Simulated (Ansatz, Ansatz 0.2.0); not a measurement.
# Lattice constants and kagome V–V distance of YV₆Sn₆: density functionals agree on a c/a ratio above the measured one

## Background

The reference is single-crystal X-ray diffraction at room temperature on Sn-flux-grown YV₆Sn₆, from "Study of the electronic properties of topological kagome metals YV₆Sn₆ and GdV₆Sn₆" (2021, arXiv:2109.07394). It gives a = 5.52 ± 0.002 Å and c = 9.168 ± 0.004 Å for the hexagonal cell, and 2.76 Å for the nearest V–V distance in the kagome plane. In P6/mmm that distance is half of a by symmetry, so the three values amount to two independent tests: one length in the kagome plane and one along the stacking axis. Both lattice constants contain the ordinary thermal expansion up to room temperature.

| compared with | measured | source's wording or label | T (K) | method |
| --- | --- | --- | --- | --- |
| V–V distance 1 (Å) | 2.76 | V-V nearest neighbour in kagome plane | room temperature | single-crystal X-ray diffraction |
| a (Å) | 5.52 | 5.52 ± 0.002 A | room temperature | single-crystal X-ray diffraction |
| c (Å) | 9.168 ± 0.004 | 9.168 ± 0.004 A | room temperature | single-crystal X-ray diffraction |

Conditions are those given with the value in the passage it was taken from; "not stated" means there, and the paper may say more elsewhere. The values are a selection: others may have been left out beforehand as unlike or outlying.

## Strategy

I want to know whether a static density-functional relaxation reproduces the cell of this kagome metal. The model is the ordered 13-atom primitive cell, with cell and atoms both free. I treat it without spin polarisation, which suits a paramagnet with no local moment on V.

I count a, c and the V–V distance as reproduced if each lies within 0.5 % of experiment. That is about the error a good functional leaves in the lattice constants of a metal, and it still resolves a distortion of the cell shape. Thermal and zero-point expansion, absent from the calculation, should make the measured lengths larger than the static ones by roughly 0.3 %.

The starting cell, relaxed by earlier theory, already deserves attention. Its a of 5.479 Å is 0.041 Å below the measured value, while its c of 9.229 Å is 0.061 Å above. Thermal expansion would normally lengthen both axes, so it does not readily account for errors of opposite sign.

My choice is PBEsol, a gradient-corrected functional built for the equilibrium geometry of solids. I pass over LDA as the working level, though it is simpler, because it usually makes metals too small. After PBEsol I shall set a neighbouring functional beside it and check the numerical settings that bear on the result.

Plain PBE isn't shown in this study.

System: YV6Sn6, MgFe6Ge6-type hexagonal; P6/mmm (No. 191), 13 atoms in the primitive cell; the database structure is a structure relaxed by earlier theory (a GGA or r2SCAN, not named), not a measurement: a = 5.479 Å, c = 9.229 Å; structure from the Materials Project.

On the selection of runs and values: Further runs on this system are not shown.

## 1. PBEsol relaxation of the full cell

This run goes straight to the level I expect to serve best. I expect both axes to come out somewhat short, as a static cell should against a room-temperature one; the ratio c/a will show whether the shape of the starting cell persists.

**Run 1.** Ansatz 0.2.0: PBEsol, cell and atoms relaxed from the database structure, PAW set soft_2, cutoff 420 eV (default), 6x6x4 k mesh, Gaussian smearing 0.1 eV.

Key lines of the input:
```
crystal:
  # lattice and atoms
kpoints:
  mp_grid: { grid: [6, 6, 4] }
hamiltonian:
  xc: pbesol
scf:
  occupations: { method: gaussian, width: 0.1 }
output:
  forces: true
  stress: true
relax:
  adjacent_minimum: "off"
  f_tol: 0.005
  max_steps: 60
  cell: { stress_tol: 0.03 }
```

Command:
```
ansatz run input.yaml --threads 8 --pin off --max-ram 16384MiB --backend cpu --events-out ev --progress --plain --runs-dir out
```

Selected lines of the output:
```
    - [5.436490114831409, 0.0, 0.0]
    - [0.0, 0.0, 9.134741699689647]
```

Converged; 25 s on 8 cores of Arm Neoverse V2, shared host.

| quantity | run 1 | measured | deviation |
| --- | --- | --- | --- |
| V–V distance 1 (Å) | 2.718 | 2.76 | −0.042 (−1.5 %) |
| a (Å) | 5.436 | 5.52 | −0.084 (−1.5 %) |
| c (Å) | 9.135 | 9.168 ± 0.004 | −0.033 (−0.4 %) |

PBEsol meets the limit for c, at −0.4 %, but misses it for a and hence for the V–V distance, both at −1.5 %. Both axes are short, as I expected, yet the in-plane deficit is several times the thermal allowance. The shape is off as well: c/a is 1.680 here against 1.661 in the measured cell. The starting cell has a similar excess, so a uniform expansion of the PBEsol cell would not bring both axes into line.

## 2. r2SCAN, with its mesh checked

The result makes me change level. r2SCAN, a meta-GGA, often gives larger cells than PBEsol, and I expect it to lengthen a. The open point is whether c then grows beyond its limit, since the shape needs correcting and not only the volume. I run it on the same 6×6×4 mesh as PBEsol, and again with half the divisions along c, to see how sensitive this metal's cell is to sampling along the stacking axis. The denser of the two will carry the judgement.

**Run 2.** Ansatz 0.2.0: r2SCAN, cell and atoms relaxed from the database structure, PAW set soft_2, cutoff 500 eV (default), 6x6x4 k mesh, Gaussian smearing 0.1 eV.

Key lines of the input, as changed from run 1:
```diff
  hamiltonian:
-   xc: pbesol
+   xc: r2scan
```

Selected lines of the output:
```
  cell:  # Å, volume = 239.4767 Å³
```

Converged; 86 s on 8 cores of Arm Neoverse N1, shared host.

**Run 3.** Ansatz 0.2.0: r2SCAN, cell and atoms relaxed from the database structure, PAW set soft_2, cutoff 500 eV (default), 6x6x2 k mesh, Gaussian smearing 0.1 eV.

Key lines of the input, as changed from run 2:
```diff
  kpoints:
-   mp_grid: { grid: [6, 6, 4] }
+   mp_grid: { grid: [6, 6, 2] }
```

Selected lines of the output:
```
    - [5.478864198870595, 0.0, 0.0]
    - [0.0, 0.0, 9.21486926814325]
```

Converged; 97 s of wall time.

| quantity | run 2 | run 3 | measured |
| --- | --- | --- | --- |
| V–V distance 1 (Å) | 2.739 | 2.739 | 2.76 |
| a (Å) | 5.479 | 5.479 | 5.52 |
| c (Å) | 9.213 | 9.215 | 9.168 ± 0.004 |

r2SCAN halves the in-plane error but does not remove it. At 5.479 Å, a is 0.7 % short, and the V–V distance misses with it. The c axis is now 0.5 % too long, so close to the limit that the scatter of the measurement could flip the call; I leave it undecided. Thermal expansion would help a but make c worse.

Halving the divisions along the stacking axis leaves a unchanged to the printed digits and moves c by only 0.002 Å, so this sampling does not explain the miss in a. The larger cell has kept the wrong shape: c/a is 1.682, almost the PBEsol value.

## 3. Potentials and k mesh, tested in LDA

Two functionals now share an excess in c/a, and they also share the PAW set and the 6×6 in-plane mesh. Before blaming the functionals I want to test both. I do this in LDA, where I can replace the PAW set by norm-conserving PseudoDojo potentials at the same mesh, and separately refine the mesh to 9×9×6. I expect LDA to give the smallest cell, so it serves here as a test bed and as a third opinion on the shape, not as a candidate for the best lattice constants. The checks will hold strictly for LDA, but a large shift in c/a would cast doubt on the other two levels as well.

**Run 4.** Ansatz 0.2.0: LDA, cell and atoms relaxed from the database structure, PAW set soft_2, cutoff 420 eV (default), 6x6x4 k mesh, Gaussian smearing 0.1 eV.

Key lines of the input, as changed from run 1:
```diff
  hamiltonian:
-   xc: pbesol
+   xc: lda
```

Selected lines of the output:
```
    - [5.388249335509706, 0.0, 0.0]
```

Converged; 34 s on 8 cores of Arm Neoverse V2, shared host.

**Run 5.** Ansatz 0.2.0: LDA, PseudoDojo norm-conserving pseudopotentials, cell and atoms relaxed from the database structure, cutoff 1143 eV (default), 6x6x4 k mesh, Gaussian smearing 0.1 eV.

Key lines of the input, as changed from run 4:
```diff
  hamiltonian:
+   pseudopotentials: { kind: nc, accuracy: standard }
```

Command:
```
ansatz run input.yaml --threads 4 --pin off --max-ram 16384MiB --backend cpu --events-out ev --progress --plain --runs-dir out
```

Selected lines of the output:
```
Basis set: ecut = 1142.878222 eV, 19963 PW (Γ) [...]
k-points: 21 of 144
relax step   1: F+E_penalty+E_count = -25987.69431042 eV  [...]  max|allowed force component| = 1.686e-1 eV/Å  [...]  P = -6.630 GPa  Ω = 239.909 Å³  (10 SCF iters, dr2 threshold 1.00e-7 [...]
relax step   2: F+E_penalty+E_count = -25987.29119724 eV  [...]  max|allowed force component| = 2.256e-1 eV/Å  [...]  P = +13.158 GPa  Ω = 210.697 Å³  [...]
[...]
relax step   7: F+E_penalty+E_count = -25987.95992083 eV  [...]  max|allowed force component| = 8.412e-5 eV/Å  [...]  P = +0.000 GPa  Ω = 227.752 Å³  [...]
relax step   8: F+E_penalty+E_count = -25987.95991891 eV  [...]  max|allowed force component| = 7.278e-5 eV/Å  [...]  P = +0.000 GPa  Ω = 227.752 Å³  [...]
--- Relaxed structure (6 steps of the walk, 5 accepted, 2 SCFs on fresh bases) ---
  cell:  # Å, volume = 227.7523 Å³
    - [5.38975132528773, 0.0, 0.0]
    - [-2.694875662643865, 4.667661567780019, 0.0]
    - [0.0, 0.0, 9.053045875663175]
  atoms:
    - { symbol: Y, position: [0.0, 0.0, 0.0] }
    - { symbol: V, position: [0.5, 0.0, 0.7512260420613099] }
    - { symbol: V, position: [0.0, 0.5, 0.7512260420613099] }
    - { symbol: V, position: [0.5, 0.5, 0.7512260420613099] }
    - { symbol: V, position: [0.5, 0.0, 0.24877395793868984] }
    - { symbol: V, position: [0.0, 0.5, 0.24877395793868984] }
    - { symbol: V, position: [0.5, 0.5, 0.24877395793868984] }
    - { symbol: Sn, position: [0.0, 0.0, 0.6703996186626935] }
```

Converged; 5.3 min on 4 cores of Arm Neoverse V1, shared host.

**Run 6.** Ansatz 0.2.0: LDA, cell and atoms relaxed from the database structure, PAW set soft_2, cutoff 420 eV (default), 9x9x6 k mesh, Gaussian smearing 0.1 eV.

Key lines of the input, as changed from run 4:
```diff
  kpoints:
-   mp_grid: { grid: [6, 6, 4] }
+   mp_grid: { grid: [9, 9, 6] }
```

Selected lines of the output:
```
    - [5.38629204624607, 0.0, 0.0]
    - [0.0, 0.0, 9.054729447420254]
```

Converged; 3 min of wall time.

| quantity | run 4 | run 5 | run 6 | measured |
| --- | --- | --- | --- | --- |
| V–V distance 1 (Å) | 2.694 | 2.695 | 2.693 | 2.76 |
| a (Å) | 5.388 | 5.390 | 5.386 | 5.52 |
| c (Å) | 9.048 | 9.053 | 9.055 | 9.168 ± 0.004 |

LDA gives the smallest cell, as I expected: on the 9×9×6 mesh a is 2.4 % and c 1.2 % short, so all three quantities miss.

The two checks move little. Changing from the PAW set to norm-conserving potentials lengthens a by 0.002 Å and c by 0.005 Å. The finer mesh shortens a by 0.002 Å and lengthens c by 0.007 Å, which takes c/a from 1.679 to 1.681, slightly further from the measured 1.661. In LDA, then, neither the potentials nor the mesh accounts for the wrong shape. Shifts of this size are small beside the r2SCAN miss in a, but they would matter for its c, which sits at the limit; that call stays undecided.

LDA, PBEsol and r2SCAN differ widely in volume and still agree on c/a to within a few thousandths, while the measured ratio lies about 0.02 lower. That pattern suggests an error the functionals share, though these runs do not identify its cause. Agreement among the functionals is not in itself evidence against the measured cell.

## Results at a glance

| run | settings | V–V distance 1 (Å) | a (Å) | c (Å) | mean abs. dev. of these columns (%) | cost |
| --- | --- | --- | --- | --- | --- | --- |
| 1 | PBEsol, PAW set soft_2, cutoff 420 eV (default), 6x6x4 k mesh | 2.718 | 5.436 | 9.135 | 1.1 | 3.4 core-min |
| 2 | r2SCAN, PAW set soft_2, cutoff 500 eV (default), 6x6x4 k mesh | 2.739 | 5.479 | 9.213 | 0.7 | 11 core-min |
| 3 | r2SCAN, PAW set soft_2, cutoff 500 eV (default), 6x6x2 k mesh | 2.739 | 5.479 | 9.215 | 0.7 | 13 core-min |
| 4 | LDA, PAW set soft_2, cutoff 420 eV (default), 6x6x4 k mesh | 2.694 | 5.388 | 9.048 | 2.0 | 4.5 core-min |
| 5 | LDA, PseudoDojo norm-conserving pseudopotentials, cutoff 1143 eV (default), 6x6x4 k mesh | 2.695 | 5.390 | 9.053 | 2.0 | 21 core-min |
| 6 | LDA, PAW set soft_2, cutoff 420 eV (default), 9x9x6 k mesh | 2.693 | 5.386 | 9.055 | 2.0 | 12 core-min |
|  | measured | 2.76 | 5.52 | 9.168 ± 0.004 |  |  |

Further runs on the same system, made beside this series (convergence steps with loose settings among them):

| further | settings | V–V distance 1 (Å) | a (Å) | c (Å) | mean abs. dev. of these columns (%) | cost |
| --- | --- | --- | --- | --- | --- | --- |
| F1 | r2SCAN+rVV10, PAW set soft_2, cutoff 500 eV (default), 6x6x4 k mesh | 2.730 | 5.461 | 9.183 | 0.8 | 20 core-min |
| F2 | PBEsol+D3(BJ), PAW set soft_2, cutoff 420 eV (default), 6x6x4 k mesh | 2.684 | 5.367 | 9.026 | 2.4 | 3.8 core-min |
| F3 | BLYP+D3(BJ), PAW set soft_2, cutoff 420 eV (default), 6x6x4 k mesh | 2.710 | 5.420 | 9.102 | 1.5 | 3.8 core-min |
| F4 | BLYP, PAW set soft_2, cutoff 420 eV (default), 6x6x4 k mesh | 2.799 | 5.597 | 9.413 | 1.8 | 5.2 core-min |
| F5 | LDA, PAW set soft_2, cutoff 420 eV (default), 6x6x2 k mesh | 2.695 | 5.389 | 9.047 | 2.0 | 2.6 core-min |
| F6 | LDA, PAW set soft_2, cutoff 590 eV, 6x6x4 k mesh | 2.694 | 5.389 | 9.047 | 2.0 | 6.5 core-min |
|  | measured | 2.76 | 5.52 | 9.168 ± 0.004 |  |  |

## How well does the simulation do?

The target is not met. r2SCAN, on which I rest the judgement, leaves a 0.7 % short at a cost of 11 core-minutes, and the V–V distance, being half of a, misses with it. Its c is 0.5 % long, too close to the limit to call. PBEsol, my first choice, brings c within the limit but leaves a 1.5 % short.

The persistent error is in the shape of the cell. Every functional shown gives c/a near 1.68, against 1.661 measured, although their volumes differ widely. BLYP makes both axes too long, and adding D3(BJ) makes both too short. With rVV10 added, r2SCAN gives a good c, but a shrinks further. A good value for one axis is therefore no sign that the cell is right.

Thermal and zero-point expansion does not resolve this. Adding roughly 0.3 % to both r2SCAN axes would bring a inside the limit and push c outside it.

The LDA checks were the most useful: other potentials, a finer mesh and a higher cutoff each move the axes by less than 0.01 Å. They hold strictly for LDA, but make a numerical cause of the 0.04 Å deficit in the r2SCAN a unlikely. The coarser r2SCAN mesh added little.

The functionals may share an error in the V–V bonding of the kagome plane, which would shorten a; that is a conjecture. The comparison also rests on one diffraction cell, and a second determination of a and c would help to show whether the discrepancy in shape lies with the theory.

[Logs are printed without paths, hosts, clocks, repeated set-up lines and the standing remarks that a program may print on its own settings, such as how far it seeks lower states.]

[The runs shown are a pick from a larger set of finished runs; failed, doubtful and other runs were left out of it ahead of writing. So were measured values far from every level or from commonly accepted values, and agreement can look better than it is. Lines of input and output are excerpts and may be shortened.]
